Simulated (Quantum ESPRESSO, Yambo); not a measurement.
# A GW chain in Yambo: BeTe (F-43m), part 3 of 3

Wanted: ground state, empty states, screening and self-energy for BeTe (F-43m).

Quantum ESPRESSO 7.5 and Yambo 5.3.0; PBE and many-body steps on it, plane waves. Known limits of the many-body steps: not at the basis limit; no spin-orbit coupling; coarse k mesh.

So far. Step 3 (Bands along the symmetry lines): The gap is 1.863 eV, as in the run before at this level. Step 4 (Empty states on the mesh, 4×4×4 mesh, 218 bands): On this mesh the gap is 1.863 eV.

The database entry behind the starting cell differs from later determinations by our own check (an axis about 1.5 % short against later determinations), so it need not match the best structure at ambient conditions.

## 6. Screening and self-energy, 4×4×4 mesh, 218 bands, screening to 231.3 eV

G0W0 replaces the xc potential by the self-energy, built once from these orbitals. Only a window of levels is corrected, while the sums run over the empty bands that the input names.

This step: G0W0 on PBE, plane waves, norm-conserving pseudopotentials.

File gw1.in:

```
HF_and_locXC
gw0
dyson
ppa
em1d
rim_cut
RandQpts= 1000000
RandGvec= 1 RL
EXXRLvcs= 88 Ry
VXCRLvcs= 352 Ry
Chimod= "HARTREE"
% BndsRnXp
 1 | 218 |
%
NGsBlkXp= 17 Ry
% LongDrXp
 1 | 1 | 1 |
%
% GbndRnge
 1 | 218 |
%
DysSolver= "n"
ExtendOut
PPAPntXp= 27.21138 eV
% QPkrange
 1 | 1 | 13 | 16 |
 7 | 7 | 13 | 16 |
%
```

The run is started by

```
> OMP_NUM_THREADS=1 mpirun -n 8 yambo -F gw1.in -J gw1 -C gw1 > gw1.log
```

What it wrote:

```text
 Yambo, version 5.3.0

 [02] CORE Variables Setup
 =========================

  [... cell, symmetries and grids as in the set-up ...]

  [02.05] Energies & Occupations
  ==============================

  [X] === General ===
  [X] Electronic Temperature                        :  0.000000  0.000000 [eV K]
  [X] Bosonic    Temperature                        :  0.000000  0.000000 [eV K]
  [X] Finite Temperature mode                       : no
  [X] El. density                                   :  0.65870E+24 [cm-3]
  [X] Fermi Level                                   :  9.426233 [eV]

  [X] === Gaps and Widths ===
  [X] Conduction Band Min                           :  1.863269 [eV]
  [X] Valence Band Max                              :  0.000000 [eV]
  [X] Filled Bands                                  :  14
  [X] Empty Bands                                   :   15  218
  [X] Direct Gap                                    :  3.590530 [eV]
  [X] Direct Gap localized at k                     :  1
  [X] Indirect Gap                                  :  1.863269 [eV]
  [X] Indirect Gap between kpts                     :   1   7
  [X] Last valence band width                       :  3.442439 [eV]
  [X] 1st conduction band width                     :  3.467501 [eV]

 [03] Transferred momenta grid and indexing
 ==========================================

 IBZ Q-points                                      :   8
 BZ  Q-points                                      :   64

 K/Q-points units:
 rlu = crystal or reduced units; cc = cartesian coordinates; iku = interal k-units

 Q [1]          [rlu]:  0.000000  0.000000  0.000000
 Q [2]          [rlu]: -0.61447E-17 -0.61447E-17  0.25000
 Q [3]          [rlu]:  0.12289E-16  0.12289E-16 -0.50000
 Q [4]          [rlu]:  0.22146E-16  0.25000      0.25000
 Q [5]          [rlu]: -0.24636E-16  0.25000      0.50000
 Q [6]          [rlu]:  0.12289E-16  0.25000     -0.25000
 Q [7]          [rlu]: -0.44291E-16 -0.50000     -0.50000
 Q [8]          [rlu]:  0.250000 -0.500000 -0.250000

 [04] Coloumb potential Random Integration (RIM)
 ===============================================

  [04.01] RIM initialization
  ==========================

  * Diagonal components only detected *

  8 x (sBL volume)        :  0.108090 [a.u.]
  sBZ random points       :  1000000
  Points outside the sBZ  :   7987327
  RL volume               :  0.864716 [a.u.]
  Integrated volume       :  0.866088 [a.u.]

  [04.02] RIM integrals
  =====================

  Gamma point sphere radius             :  0.086406 [a.u.]
  Points outside the sphere             :   799513
  [Int_sBZ(q=0) 1/q^2]*(Vol_sBZ)^(-1/3) =:  7.764325
                                 should be <:  7.795600

  Summary of Coulomb integrals for non-metallic bands |Q|[au] RIM/Bare

  Q [1] 0.100000E-4 0.995988 * Q [2] 0.259879 1.065884
  Q [4] 0.300083 1.064810 * Q [6] 0.424381 1.027704
  Q [5] 0.497631 1.020409 * Q [3] 0.519759 1.018308
  Q [7] 0.600166 1.014905 * Q [8] 0.671006 1.011860

 [05] Dipoles
 ============

  [05.01] Setup: observables and procedures
  =========================================

 [06] Dynamic Dielectric Matrix (PPA)
 ====================================

 [SLK-Inversion]  Pools        :  2
 [SLK-Inversion]  BLACS grid   :  2  2

 [WR./gw1//ndb.pp]---------------------------------------------------------------
  Brillouin Zone Q/K grids (IBZ/BZ)                :    8   64    8   64
  RL vectors                                       :   4909 [WF]
  Coulomb cutoff potential                         : none
  Electronic Temperature                           :  0.000000 [K]
  Bosonic    Temperature                           :  0.000000 [K]
  PPA    diel. fun.  energies                      : Perdew, Burke & Ernzerhof(X)+Perdew, Burke & Ernzerhof(C)
  wavefunctions                                    : Perdew, Burke & Ernzerhof(X)+Perdew, Burke & Ernzerhof(C)
  Global Gauge                                     : length
  X matrix size                                    :   339
  X band range                                     :    1  218
  X e/h energy range                               : -1.000000 -1.000000 [eV]
  X Time ordering                                  : R
  X Hxc Kernel                                     : HARTREE
  X Drude frequency                                :  0.000000  0.000000
  X poles                                          :  100.0000 [o/o]
  RL vectors in the sum                            :   4909
  [r,Vnl] included                                 : yes
  Field direction                                  :  0.577350E-5  0.577350E-5  0.577350E-5
  BZ energy Double Grid                            : no
  BZ energy DbGd points                            : 0
  BZ Q point size factor                           : -1.000000
  X Optical Averaged directions                    : none

 [07] Local Exchange-Correlation + Non-Local Fock
 ================================================

 [VXC] Plane waves :   31951
 [EXS] Plane waves :   4111

 QP @ state[ 1 ] K range:  1  1
 QP @ state[ 1 ] b range:  13  16
 QP @ state[ 2 ] K range:   7   7
 QP @ state[ 2 ] b range:  13  16

 [xc] Functional : Perdew, Burke & Ernzerhof(X)+Perdew, Burke & Ernzerhof(C)
 [xc] LIBXC used to calculate xc functional
  PP Number of Atomic Species                      :  2
  NLCC RL compoments                               :   31951
  PP Number of Atomic Species                      :  2
  NLCC RL compoments                               :   31951

 [xc] E_xc :  -22.89162 [Ha]
      E_xc :  -45.78324 [Ry]

  Local XC kind (lXC) : Perdew, Burke & Ernzerhof(X)+Perdew, Burke & Ernzerhof(C)
  Non-Local XC kind (nlXC) : Hartree-Fock

  Corrections @ K [1] :  [eV]
 <13|nlXC|13> = -15.26185  0.39516E-17 <13|lXC|13> = -13.56043 -0.58998E-16
 <14|nlXC|14> = -15.26178  0.79364E-17 <14|lXC|14> = -13.56043 -0.37763E-15
 <15|nlXC|15> = -6.180696 -0.48688E-17 <15|lXC|15> = -10.71164 -0.56645E-15
 <16|nlXC|16> = -6.180666 -0.26524E-17 <16|lXC|16> = -10.71163 -0.23596E-16

  Corrections @ K [7] :  [eV]
 <13|nlXC|13> = -14.82241 -0.34292E-17 <13|lXC|13> = -12.03900 -0.53105E-16
 <14|nlXC|14> = -14.82232  0.38674E-17 <14|lXC|14> = -12.03900 -0.94410E-16
 <15|nlXC|15> = -5.350428 -0.34220E-17 <15|lXC|15> = -9.219037 -0.11799E-16
 <16|nlXC|16> = -5.993243 -0.94917E-18 <16|lXC|16> = -10.01849 -0.88406E-17

 [08] Dyson equation: Newton solver
 ==================================

  [08.01] G0W0 (W PPA)
  ====================

  [  GW  ] Bands range     :    1  218
  [GW/PPA] G damping       :  0.100000 [eV]

  QP @ state[ 1 ] K range:  1  1
  QP @ state[ 1 ] b range:  13  16
  QP @ state[ 2 ] K range:   7   7
  QP @ state[ 2 ] b range:  13  16

   Sc/G bands                                       :    1  218
   Sc/G damping                                     :  0.100000 ev
   Sc bands terminator                              : no
   Sx RL components                                 :   4111

   QP @ state[ 1 ] K range                          :  1  1
   QP @ state[ 1 ] b range                          :  13  16
   QP @ state[ 2 ] K range                          :   7   7
   QP @ state[ 2 ] b range                          :  13  16
   GF energies kind                                 : Perdew, Burke & Ernzerhof(X)+Perdew, Burke & Ernzerhof(C)
   GF WF`s kind                                     : Perdew, Burke & Ernzerhof(X)+Perdew, Burke & Ernzerhof(C)
   Xs energies kind                                 : Perdew, Burke & Ernzerhof(X)+Perdew, Burke & Ernzerhof(C)
   Xs WF`s kind                                     : Perdew, Burke & Ernzerhof(X)+Perdew, Burke & Ernzerhof(C)

 [11] Game Over & Game summary
```

Wall time 2.1 min (8 MPI ranks of Arm Neoverse V2, shared host); peak memory 3.8 GiB.

Numbers from this step:

```
G0W0 gap on the points computed              : 2.716 eV
starting gap on the mesh                     : 1.863 eV
k of the valence top                         : 0, 0, 0
k of the conduction bottom                   : 0, -0.5, -0.5
least direct G0W0 gap on the computed points : 4.680 eV
Z at the valence top                         : 0.8077
Z at the conduction bottom                   : 0.8197
```

The gap on the mesh goes from 1.86 eV to 2.72 eV, a correction of +0.85 eV.

Limits: finite bands, cutoff and mesh; no spin-orbit coupling; coarse k mesh. v1 is the top filled band, c1 the lowest empty one. The levels before and after the correction (eV, zero at the valence-band top of each column):

|  | conduction bottom | valence top |
| --- | --- | --- |
| Kohn-Sham | 1.86 | 0.00 |
| G0W0 | 2.72 | 0.00 |

|  | level | energy (eV) |
| --- | --- | --- |
| Kohn-Sham | Γ v2-v1 | 0.000 |
| Kohn-Sham | Γ c1-c2 | 3.591 |
| Kohn-Sham | (0 -0.5 -0.5) v2-v1 | -2.828 |
| Kohn-Sham | (0 -0.5 -0.5) c1 | 1.863 |
| Kohn-Sham | (0 -0.5 -0.5) c2 | 2.620 |
| G0W0 | Γ v2-v1 | 0.000 |
| G0W0 | Γ c1-c2 | 4.680 |
| G0W0 | (0 -0.5 -0.5) v2-v1 | -2.986 |
| G0W0 | (0 -0.5 -0.5) c1 | 2.716 |
| G0W0 | (0 -0.5 -0.5) c2 | 3.557 |

## 7. Where the time went

Times are wall times on the hardware named with each run, good to a factor of about two.

| step | time | share | memory (GiB) |
| --- | --- | --- | --- |
| ground state | 3.4 s | 2 % | 0.51 |
| bands along the symmetry lines | 3 s | 2 % | 0.45 |
| empty states on the mesh | 12 s | 8 % | 0.71 |
| conversion and set-up | 2.4 s | 2 % | 0.25 |
| screening and self-energy | 2.1 min | 86 % | 3.8 |

## 8. Summary of results

```json
{"PBE gap": "1.86 eV, indirect", "G0W0 gap on the mesh": "2.72 eV", "GW settings": "4×4×4 mesh, 218 bands, screening to 231.3 eV, Godby-Needs plasmon pole", "known limits": "not at the basis limit; no spin-orbit coupling; coarse k mesh"}
```

What this shows: G0W0 moves the gap on the mesh from 1.86 eV to 2.72 eV (+0.85 eV), with Z of 0.81 and 0.82 at the edges. Only 2 of the mesh's irreducible points were corrected, so a valley elsewhere could overtake. The dearest step here is «screening and self-energy». Bands and cutoff are finite, so the gap is not at the basis limit. The miss can reach some tenths of an eV and take either sign; the mesh is an error of its own. In the G0W0 run levels were corrected at 2 k points alone, so a gap called «on the mesh» is the least over those, and an edge elsewhere would be missed. The 4×4×4 mesh is coarse for this cell, which bears on the long-range parts of exchange and screening. The many-body steps are scalar-relativistic: spin-orbit coupling is not in them.

[Paths, hosts, dates, memory and timing lines, banners, echoed tables and standing remarks are left out of the program output.]

[Logs are printed without paths, hosts, clocks, repeated set-up lines and the standing remarks that a program may print on its own settings, such as how far it seeks lower states.]

[Runs of the session that timed out or met a known fault of the program may be left out.]

[Hosts, paths, dates, database ids (printed as entryN), source tags and the programs' standing remarks are cut or masked in the printed files.]
